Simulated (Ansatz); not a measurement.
Write the native input for Ansatz 0.2.0 that does the following.

```
Task                : single point
Functional          : PBE
Potentials or basis : Ansatz PAW
Cutoff              : 420 eV (not typed: the program's choice for these potentials)
k mesh              : 11 × 11 × 11
Occupations         : fermi-dirac, width 0.05 eV
Spin                : no spin polarisation
```

The system is FeO (Wuestite).

```xyz
2
Lattice="1.5188 0.8769 2.5196 -1.5188 0.8769 2.5196 0.0000 -1.7538 2.5196" Properties=species:S:1:pos:R:3 pbc="T T T"
Fe    0.0000    0.0000    0.0000
O     0.0000    0.0000    3.7794
```

The input as run:

input.yaml

```yaml
crystal:
  lattice:
    - [1.5188209023, 0.8768916568, 2.5195772846]
    - [-1.5188209023, 0.8768916568, 2.5195772846]
    - [0.0, -1.7537833136, 2.5195772846]
  atoms:
    - { symbol: Fe, position: [0.0, 0.0, 0.0] }
    - { symbol: O, position: [0.5, 0.5, 0.5] }
hamiltonian:
  xc: pbe
  pseudopotentials: { kind: paw }
kpoints:
  mp_grid: { grid: [11, 11, 11] }
scf:
  occupations: { method: fermi_dirac, width: 0.05 }
output:
  forces: true
  stress: true
  eigenvalues: true
  write_density: true
  write_potential: true
  elf: true
  volumetric_format: npy
```

Potentials or basis: Ansatz PAW.

Run with:

```sh
$ ansatz run input.yaml --threads 2 --pin off --max-ram 5632MiB --backend cpu --events-out ev --progress --plain --runs-dir out
```

It gave:

```
Pressure               : -26.2 GPa
Band gap on the k mesh : none (metal or under the smearing width)
```

Caveat: the pressure holds a Pulay correction of +0.7 GPa for the finite cutoff; the run has no spin polarisation, though such a crystal can be magnetic; semilocal functionals often make such compounds metallic where correlation or magnetic order opens a gap, which also shifts bond lengths.

It took 1.5 s on 2 threads of Arm Neoverse V2, with other jobs on the host, peak memory 0.33 GiB.
